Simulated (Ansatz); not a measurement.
17O NMR of the central transition in TiO2

Cell: an entry of the Crystallography Open Database (COD), ions relaxed with PBE at fixed cell.

```cif
data_TiO2
_symmetry_space_group_name_H-M 'P4_2/mnm'
_symmetry_Int_Tables_number 136
_cell_length_a 4.5922
_cell_length_b 4.5922
_cell_length_c 2.9574
_cell_angle_alpha 90.000
_cell_angle_beta 90.000
_cell_angle_gamma 90.000
loop_
_atom_site_label
_atom_site_type_symbol
_atom_site_symmetry_multiplicity
_atom_site_Wyckoff_symbol
_atom_site_fract_x
_atom_site_fract_y
_atom_site_fract_z
Ti Ti 2 a 0.0000 0.0000 0.0000
O O 4 f 0.3042 0.3042 0.0000
```

One atom of each set is listed.

Method: Kohn–Sham DFT in Ansatz, r2SCAN, plane waves and PAW, scalar-relativistic, 500 eV cutoff, Γ-centred 7×7×10 k-points, Fermi–Dirac smearing 0.02 eV.

17O has I = 5/2 and Q = -25.58 mb (Pyykkö 2018); at 9.4 T its Larmor frequency is ν₀ = 54.3 MHz. Only the quadrupole interaction is simulated: positions count from each site's isotropic chemical shift, and J coupling is left out, as are shift anisotropy and dipolar coupling, which fast spinning averages.

(1) Simulate the second-order pattern (fast magic-angle spinning, Gaussian broadening 0.02 kHz) of site O (3 Ti at 1.95–1.98 Å).

Answers

(1) The calculation gives C_Q = 1.65 MHz and η = 0.88, so ν_Q = 0.247 MHz and the centre of gravity lies at -6.93 ppm (-0.376 kHz).

offset (kHz), height and a bar:
```
  -0.8935          0 
  -0.8692          0 
  -0.8450          4 #
  -0.8207          8 ##
  -0.7964         14 ####
  -0.7721         17 #####
  -0.7479         18 #####
  -0.7236         19 ######
  -0.6993         19 ######
  -0.6750         20 ######
  -0.6508         21 ######
  -0.6265         22 #######
  -0.6022         23 #######
  -0.5779         24 #######
  -0.5537         26 ########
  -0.5294         28 ########
  -0.5051         30 #########
  -0.4808         41 ############
  -0.4565         75 #######################
  -0.4323        100 ##############################
  -0.4080         93 ############################
  -0.3837         95 ############################
  -0.3594         79 ########################
  -0.3352         63 ###################
  -0.3109         55 ################
  -0.2866         49 ###############
  -0.2623         45 #############
  -0.2381         41 ############
  -0.2138         39 ############
  -0.1895         36 ###########
  -0.1652         34 ##########
  -0.1410         33 ##########
  -0.1167         31 #########
  -0.0924         30 #########
  -0.0681         29 #########
  -0.0439         28 ########
  -0.0196         25 ########
   0.0047          8 ##
   0.0290          0 
   0.0533          0
```
